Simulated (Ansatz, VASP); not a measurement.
MoS2: VASP beside Ansatz

Contents of INCAR:

```
ALGO = Normal
EDIFF = 1E-6
EDIFFG = -0.04
ENCUT = 600
GGA = PE
IBRION = 2
ISIF = 3
ISMEAR = 0
LASPH = T
LCHARG = F
LREAL = F
LWAVE = F
NELM = 100
NSW = 90
PREC = Accurate
SIGMA = 0.1
```

File KPOINTS:

```
k-points
0
Gamma
  6 6 4
```

POSCAR

```
MoS2
1.0
    1.6177528949     -8.4330830136      0.0000000000
    1.6177528949      8.4330830136      0.0000000000
    0.0000000000      0.0000000000      3.9672896076
Mo S
2 4
Direct
    0.8426004342      0.1573995658      0.7500000000
    0.1573995658      0.8426004342      0.2500000000
    0.5915950223      0.4084049777      0.7500000000
    0.4084049777      0.5915950223      0.2500000000
    0.2394931139      0.7605068861      0.7500000000
    0.7605068861      0.2394931139      0.2500000000
```

Input for Ansatz:

```yaml
crystal:
  lattice:
    - [1.6177528949, -8.4330830136, 0.0]
    - [1.6177528949, 8.4330830136, 0.0]
    - [0.0, 0.0, 3.9672896076]
  atoms:
    - { symbol: Mo, position: [0.8426004342, 0.1573995658, 0.75] }
    - { symbol: Mo, position: [0.1573995658, 0.8426004342, 0.25] }
    - { symbol: S, position: [0.5915950223, 0.4084049777, 0.75] }
    - { symbol: S, position: [0.4084049777, 0.5915950223, 0.25] }
    - { symbol: S, position: [0.2394931139, 0.7605068861, 0.75] }
    - { symbol: S, position: [0.7605068861, 0.2394931139, 0.25] }
basis:
  ecutwfc: 420
kpoints:
  mp_grid: { grid: [6, 6, 4] }
hamiltonian:
  xc: pbe
scf:
  occupations: { method: gaussian, width: 0.1 }
  lower_state_search: "off"
output:
  forces: true
  stress: true
  eigenvalues: true
relax:
  adjacent_minimum: "off"
  f_tol: 0.04
  max_steps: 70
  cell: { stress_tol: 0.4 }
```

Alike in both runs: task relaxation of cell and atoms; functional PBE; k mesh 6 × 6 × 4; occupations gaussian, width 0.1 eV; no spin polarisation.

|  | VASP | Ansatz |
| --- | --- | --- |
| version | VASP 6.6.1 | Ansatz 0.2.0 |
| potentials or method | VASP PAW PBE potentials, release 64 (Mo_sv, S) | scalar-relativistic, plane waves, PAW |
| plane-wave cutoff (eV) | 600 | 420 |
| valence electrons in the cell | 52 | 52 |

Ansatz gave:

- gap on the k mesh at the Fermi level, each at its own relaxed structure (eV): none
- relaxed volume (Å³/atom): 18.31
- relaxed cell length with the largest relative difference (Å): 8.686
- energy change over the relaxation (meV/atom): -3

Which values does VASP return?

gap on the k mesh at the Fermi level, each at its own relaxed structure (eV): none; relaxed volume (Å³/atom): 18.10; relaxed cell length with the largest relative difference (Å): 8.609; energy change over the relaxation (meV/atom): -3.

A gap of «none» marks a metal or a gap that the smearing closes.

Caveats: the k mesh is coarse (spacing up to 0.40 Å⁻¹), so the values aren't converged.
